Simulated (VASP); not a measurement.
Runs of VASP 6.6.1 on Mg. It takes space group Fm-3m (No. 225, cubic). Conventional cell: a = 4.489 Å, b = 4.489 Å, c = 4.489 Å, α = 90.00°, β = 90.00°, γ = 90.00°. Mg (site symmetry m-3m) has 12 Mg at 3.17 Å as nearest neighbours. This isn't the form of Mg at room conditions, which is hcp.

| task | level | potentials or basis | cell | k mesh | cutoff (eV) | smearing | grid for exact exchange (PRECFOCK) | exchange at q = 0 | optimiser | mesh quality | gap on the mesh (eV) | pressure (GPa) | relaxed volume (Å³/atom) |
| --- | --- | --- | --- | --- | --- | --- | --- | --- | --- | --- | --- | --- | --- |
| single point | TPSSh+ULG | VASP PAW PBE potentials, release 64 (Mg) | as given | 5 × 5 × 5 | 500 | gaussian 0.05 eV | Fast | default | - | coarse | none | 0.6 | - |
| relaxation of cell and atoms | rev-vdW-DF2 | VASP PAW PBE potentials, release 64 (Mg) | relaxed from: volume scaled by 0.92 | 10 × 10 × 10 | 600 | fermi-dirac 0.05 eV | - | - | vasp | not flagged | none | -0.1 | (a) |
| relaxation of cell and atoms | vdW-DF-cx | VASP PAW PBE potentials, release 64 (Mg) | relaxed from: volume scaled by 1.15 | 10 × 10 × 10 | 580 | methfessel-paxton 0.2 eV | - | - | BFGS | not flagged | none | 0.0 | 22.98 |
| electron localisation function | AM05 | VASP PAW PBE potentials, release 64 (Mg_pv) | cell strained at random at fixed volume | 10 × 10 × 10 | 520 | methfessel-paxton 0.2 eV | - | - | - | not flagged | none | 0.0 | - |
| single point | HSE03+D3(BJ) | VASP PAW PBE potentials, release 64 (Mg) | cell strained at random at fixed volume | 5 × 5 × 5 | 520 | fermi-dirac 0.1 eV | Fast | - | - | coarse | none | -5.3 | - |

Alike in all rows: no spin polarisation.

Question: Estimate the missing entries.

Answer: (a) 22.83.

Caveats: some runs use coarse meshes; the PAW data sets were made with another functional, which shifts forces and pressure a little; pairwise dispersion overbinds metals, which lowers pressure and volume (some runs); atom-pairwise D2, TS and ULG terms overbind metals (some runs).

A gap of «none» marks a metal or a gap under the smearing width.

The runs don't all hold the same shells in valence.

Runs at the PBE level aren't shown here.
